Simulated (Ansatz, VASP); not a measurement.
**TePb: VASP beside Ansatz**

File INCAR:

```
PREC     = Accurate       # precision mode
ENCUT    = 520            # plane-wave cutoff, eV
EDIFF    = 1E-6           # SCF threshold, eV
ISMEAR   = 0              # smearing method
SIGMA    = 0.05           # smearing width, eV
LREAL    = False          # projectors in reciprocal space
LASPH    = True           # aspherical terms in the spheres
NELM     = 60             # most SCF steps
ALGO     = Normal         # electronic algorithm
ISIF     = 2              # what is computed and relaxed
LWAVE    = False          # write WAVECAR
LCHARG   = True           # write CHGCAR
GGA      = PE             # functional
LELF     = True           # ELF
LVHAR    = True         
NBANDS   = 17             # bands
```

KPOINTS

```
regular mesh
0
Gamma
  8 8 8
```

The input POSCAR:

```
TePb
1.0
    0.0000000000      3.2270000000      3.2270000000
    3.2270000000      0.0000000000      3.2270000000
    3.2270000000      3.2270000000      0.0000000000
Te Pb
1 1
Direct
    0.4863048733      0.5000000000      0.5000000000
    0.0000000000      0.0000000000      0.0000000000
```

Input for Ansatz:

```yaml
crystal:
  lattice:
    - [0.0, 3.227, 3.227]
    - [3.227, 0.0, 3.227]
    - [3.227, 3.227, 0.0]
  atoms:
    - { symbol: Te, position: [0.4863048733, 0.5, 0.5] }
    - { symbol: Pb, position: [0.0, 0.0, 0.0] }
basis:
  ecutwfc: 420
kpoints:
  mp_grid: { grid: [8, 8, 8] }
hamiltonian:
  xc: pbe
scf:
  occupations: { method: gaussian, width: 0.05 }
output:
  forces: true
  stress: true
  eigenvalues: true
```

Change from the starting cell: all Te atoms moved +0.062 Å, as atom 1 towards its neighbour atom 1 (Te) at 4.564 Å.

Alike in both runs: task single point; functional PBE; k mesh 8 × 8 × 8; occupations gaussian, width 0.05 eV; no spin polarisation.

```csv
,VASP,Ansatz
version,VASP 6.6.1,Ansatz 0.2.0
potentials or method,"VASP PAW PBE potentials, release 64 (Te, Pb_d)","scalar-relativistic, plane waves, PAW"
plane-wave cutoff (eV),520,420
valence electrons in the cell,20,30
```

|  | VASP | Ansatz | Ansatz less VASP |
| --- | --- | --- | --- |
| gap on the k mesh at the Fermi level (eV) | 0.73 | 0.73 | -0.005 |
| least direct gap on the mesh (eV) | 0.73 | 0.73 | -0.005 |
| pressure (GPa) | 2.3 | 2.4 | +0.06 |
| largest component of the traceless stress (GPa) | 0.05 | 0.05 | 0.000 |
| rms of the force components (eV/Å) | 0.026 | 0.025 | -0.0006 |

Atom by atom the forces differ by 0.001 eV/Å (rms over components). The two sets of potentials don't hold the same shells in valence.

Caveats: spin-orbit coupling is left out, which as a rule narrows the gap of such compounds by several tenths of an eV. A k mesh can miss the band edges.
